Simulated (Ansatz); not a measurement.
**Al2O3: Al vacancy**

Aim: make an Al vacancy in a supercell of 40 atoms of Al2O3, relax it, in the charges 0, -1, -2, -3, and find its formation energy, moment and surroundings.

Program: Ansatz 0.2.0. Level of theory: DFT PBEsol, scalar-relativistic, plane waves, PAW. These are calculated values, not measurements.

4 further runs of the same task are left out: 2 that didn't finish, 2 set aside as unsound or not needed.

## Step 1: The starting structure

The structure is trigonal, space group R-3c (No. 167). Conventional cell: a = 4.774 Å, b = 4.774 Å, c = 13.015 Å, α = 90.00°, β = 90.00°, γ = 120.00°. Al (site symmetry 3) is surrounded by 6 O at 1.86 to 1.97 Å. O (site symmetry 2) has 4 Al at 1.86 to 1.97 Å in its first shell of neighbours.

Structure file:

```cif
data_structure
_symmetry_space_group_name_H-M 'R-3c:H'
_symmetry_Int_Tables_number 167
_cell_length_a 4.7739
_cell_length_b 4.7739
_cell_length_c 13.0149
_cell_angle_alpha 90.000
_cell_angle_beta 90.000
_cell_angle_gamma 120.000
_cell_volume 256.87
loop_
_atom_site_label
_atom_site_type_symbol
_atom_site_symmetry_multiplicity
_atom_site_Wyckoff_symbol
_atom_site_fract_x
_atom_site_fract_y
_atom_site_fract_z
_atom_site_occupancy
Al1 Al 12 c 0.33333 0.66667 0.31459 1
O1 O 18 e 0.02747 0.66667 0.41667 1
```

It goes back to an entry of the Materials Project.

It is the result of an earlier relaxation at this level (volume 8.56 Å³/atom; gap on the mesh: 6.03 eV).

The host's static dielectric tensor, from an earlier linear-response run, has a mean of 10.41.

The perfect supercell (rows 1 1 -1; -1 1 1; 1 -1 1 in vectors of this cell) was computed beforehand with the same settings: E(σ→0) = -21915.3945 eV for 40 atoms, gap 7.12 eV on its own mesh.

## Step 2: Setting up the defect

The atom at (0.148, 0.148, 0.148) of the supercell is taken out. The other atoms start on their ideal sites. Its neighbours are 3 O at 1.86 Å, 3 O at 1.97 Å.

## Step 3: Charge state 0

File input.yaml:

```yaml
crystal:
  lattice:
    - [0.0, 5.5123800749, 4.3382851433]
    - [-4.7738611801, -2.7561900374, 4.3382851433]
    - [4.7738611801, -2.7561900374, 4.3382851433]
  atoms:
    - { symbol: Al, position: [0.1479209716, 0.6479209716, 0.6479209716] }
    - { symbol: Al, position: [0.6479209716, 0.6479209716, 0.1479209716] }
    - { symbol: Al, position: [0.6479209716, 0.1479209716, 0.6479209716] }
    - { symbol: Al, position: [0.3520790284, 0.3520790284, 0.3520790284] }
    - { symbol: Al, position: [0.3520790284, 0.8520790284, 0.8520790284] }
    - { symbol: Al, position: [0.8520790284, 0.8520790284, 0.3520790284] }
    - { symbol: Al, position: [0.8520790284, 0.3520790284, 0.8520790284] }
    - { symbol: Al, position: [0.6479209716, 0.6479209716, 0.6479209716] }
    - { symbol: Al, position: [0.6479209716, 0.1479209716, 0.1479209716] }
    - { symbol: Al, position: [0.1479209716, 0.1479209716, 0.6479209716] }
    - { symbol: Al, position: [0.1479209716, 0.6479209716, 0.1479209716] }
    - { symbol: Al, position: [0.8520790284, 0.8520790284, 0.8520790284] }
    - { symbol: Al, position: [0.8520790284, 0.3520790284, 0.3520790284] }
    - { symbol: Al, position: [0.3520790284, 0.3520790284, 0.8520790284] }
    - { symbol: Al, position: [0.3520790284, 0.8520790284, 0.3520790284] }
    - { symbol: O, position: [0.75, 0.4029299274, 0.5970700726] }
    - { symbol: O, position: [0.75, 0.9029299274, 0.0970700726] }
    - { symbol: O, position: [0.25, 0.9029299274, 0.5970700726] }
    - { symbol: O, position: [0.25, 0.4029299274, 0.0970700726], spin: 0.167 }
    - { symbol: O, position: [0.5970700726, 0.4029299274, 0.25] }
    - { symbol: O, position: [0.5970700726, 0.9029299274, 0.75] }
    - { symbol: O, position: [0.0970700726, 0.9029299274, 0.25], spin: 0.167 }
    - { symbol: O, position: [0.0970700726, 0.4029299274, 0.75] }
    - { symbol: O, position: [0.4029299274, 0.5970700726, 0.75] }
    - { symbol: O, position: [0.4029299274, 0.0970700726, 0.25], spin: 0.167 }
    - { symbol: O, position: [0.9029299274, 0.0970700726, 0.75] }
    - { symbol: O, position: [0.9029299274, 0.5970700726, 0.25] }
    - { symbol: O, position: [0.5970700726, 0.75, 0.4029299274] }
    - { symbol: O, position: [0.5970700726, 0.25, 0.9029299274] }
    - { symbol: O, position: [0.0970700726, 0.25, 0.4029299274], spin: 0.167 }
    - { symbol: O, position: [0.0970700726, 0.75, 0.9029299274] }
    - { symbol: O, position: [0.4029299274, 0.25, 0.5970700726] }
    - { symbol: O, position: [0.4029299274, 0.75, 0.0970700726] }
    - { symbol: O, position: [0.9029299274, 0.75, 0.5970700726] }
    - { symbol: O, position: [0.9029299274, 0.25, 0.0970700726], spin: 0.167 }
    - { symbol: O, position: [0.25, 0.5970700726, 0.4029299274] }
    - { symbol: O, position: [0.25, 0.0970700726, 0.9029299274], spin: 0.167 }
    - { symbol: O, position: [0.75, 0.0970700726, 0.4029299274] }
    - { symbol: O, position: [0.75, 0.5970700726, 0.9029299274] }
  host:
    lattice:
      - [2.3869305901, 1.3780950187, 4.3382851433]
      - [-2.3869305901, 1.3780950187, 4.3382851433]
      - [0.0, -2.7561900374, 4.3382851433]
    atoms:
      - { symbol: Al, position: [0.1479209716, 0.1479209716, 0.1479209716] }
      - { symbol: Al, position: [0.3520790284, 0.3520790284, 0.3520790284] }
      - { symbol: Al, position: [0.6479209716, 0.6479209716, 0.6479209716] }
      - { symbol: Al, position: [0.8520790284, 0.8520790284, 0.8520790284] }
      - { symbol: O, position: [0.9441401452, 0.5558598548, 0.25] }
      - { symbol: O, position: [0.4441401452, 0.75, 0.0558598548] }
      - { symbol: O, position: [0.5558598548, 0.25, 0.9441401452] }
      - { symbol: O, position: [0.25, 0.9441401452, 0.5558598548] }
      - { symbol: O, position: [0.75, 0.0558598548, 0.4441401452] }
      - { symbol: O, position: [0.0558598548, 0.4441401452, 0.75] }
basis:
  ecutwfc: 420
  xc_grid: 2
kpoints:
  mp_grid: { grid: [2, 2, 2], shift: [0.5, 0.5, 0.5] }
hamiltonian:
  xc: pbesol
scf:
  occupations: { method: gaussian, width: 0.01 }
output:
  forces: true
  stress: false
  eigenvalues: true
  populations: true
  charged_corrections:
    defect_position: [0.14792097, 0.14792097, 0.14792097]
    epsilon: [[9.717, 0.0, 0.0], [0.0, 9.717, 0.0], [0.0, 0.0, 11.8055]]
  write_density: true
  write_potential: true
  elf: true
  volumetric_format: npy
magnetization:
  spin_polarized: true
relax:
  adjacent_minimum: "off"
  f_tol: 0.025
  max_steps: 45
```

Run with:

```console
$ ansatz run input.yaml --threads 4 --pin off --max-ram 10240MiB --backend cpu --events-out ev --progress --plain --runs-dir out
```

Further runs follow: charge 0, second spin start; charge state -1; charge -1 again, with another moment; relaxing the defect, charge -2; charge -2, second spin start; relaxing the defect, charge -3; charge -3 again, with another moment.

What does the calculation give? Wanted: formation energy, neutral; moment, neutral; nearest atoms after relaxation, one image of each, neutral.

The runs gave:

| quantity | value |
| --- | --- |
| formation energy, neutral | 12.21 eV |
| moment, neutral | 3.00 μB |
| nearest atoms after relaxation, one image of each, neutral | 3 O at 2.04 Å, 3 O at 2.11 Å, 1 Al at 2.45 Å |
| level (0/-1) above the valence top | 0.55 eV |
| level (-1/-2) above the valence top | 1.19 eV |
| level (-2/-3) above the valence top | 1.74 eV |

What this shows: The neutral defect costs 12.21 eV against the elements. That is the Al-rich limit, where a vacancy costs most; where Al is scarce it costs less. The neutral defect changes the cell's moment by 3.00 μB. Among the charges computed the stable one is 0 at the valence top, changing to -1 at 0.55 eV, changing to -2 at 1.19 eV, changing to -3 at 1.74 eV, in a gap of 6.03 eV. The alignment term, up to 1.28 eV here, is marked as doubtful by the program in a cell of this size. Levels are placed in the host's Kohn-Sham gap, which is usually too small at this level and squeezes them. A cell of 40 sites leaves finite-size errors of tenths of an eV, or more where the defect fills or empties host bands. A distortion of lower symmetry was not tried. Starting moments were lost in some runs. Some metallic runs here have no spin polarisation while others do; where cell and settings agree, the difference is what magnetism gains.
